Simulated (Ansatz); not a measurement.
Set up this calculation in Ansatz 0.2.0, as the native input.

```
Task                : single point
Functional          : LDA
Potentials or basis : all-electron LAPW, scalar-relativistic
Cutoff              : 240 eV (chosen from the basis error)
Basis error allowed : 0.001 eV/atom
k mesh              : 12 × 12 × 12
Occupations         : methfessel-paxton, width 0.1 eV
Spin                : no spin polarisation
```

Crystal: Zn.

```
Zn
1.0
     0.00000    1.96478    1.96478
     1.96478    0.00000    1.96478
     1.96478    1.96478    0.00000
Zn
1
Direct
  0.00000 0.00000 0.00000
```

This isn't the form of Zn at room conditions, which is hcp.

One way to write it, as run:

input.yaml

```yaml
crystal:
  lattice:
    - [0.0, 1.964776, 1.964776]
    - [1.964776, 0.0, 1.964776]
    - [1.964776, 1.964776, 0.0]
  atoms:
    - { symbol: Zn, position: [0.0, 0.0, 0.0] }
kpoints:
  mp_grid: { grid: [12, 12, 12] }
scf:
  occupations: { method: methfessel_paxton, width: 0.1 }
hamiltonian:
  xc: lda
  pseudopotentials: { kind: all_electron, lapw: { basis_error: 0.001 } }
output:
  forces: true
  stress: true
  eigenvalues: true
```

Potentials or basis: all-electron LAPW, scalar-relativistic.

Launch:

```console
$ ansatz run input.yaml --threads 1 --pin off --max-ram 3072MiB --backend cpu --events-out ev --progress --plain --runs-dir out
```

Results of the run:

```yaml
Pressure: -8.6 GPa
Band_gap_on_the_k_mesh: none (metal or under the smearing width)
```

Wall time 3.6 s on 1 thread of Arm Neoverse V2, on a shared host, peak memory 0.24 GiB.
